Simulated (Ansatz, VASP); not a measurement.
# Rh: VASP beside Ansatz

```
Rh
1.0
    -1.50418    1.50418    1.50418
     1.50418   -1.50418    1.50418
     1.50418    1.50418   -1.50418
Rh
1
Direct
  0.00000 0.00000 0.00000
```

Alike in both runs: task single point; functional LDA; k mesh 16 × 16 × 16; occupations fermi-dirac, width 0.1 eV; no spin polarisation.

|  | VASP | Ansatz |
| --- | --- | --- |
| version | VASP 6.6.1 | Ansatz 0.2.0 |
| potentials or method | VASP PAW LDA potentials, release 64 (Rh_pv) | plane waves (420 eV) with PAW, scalar-relativistic |
| plane-wave cutoff (eV) | 520 | 420 |
| valence electrons in the cell | 15 | 17 |

|  | VASP | Ansatz | Ansatz less VASP |
| --- | --- | --- | --- |
| pressure (GPa) | 0.8 | 0.0 | -0.82 |

The two sets of potentials don't hold the same shells in valence. Ansatz warned: «pseudo_functional_mismatch».
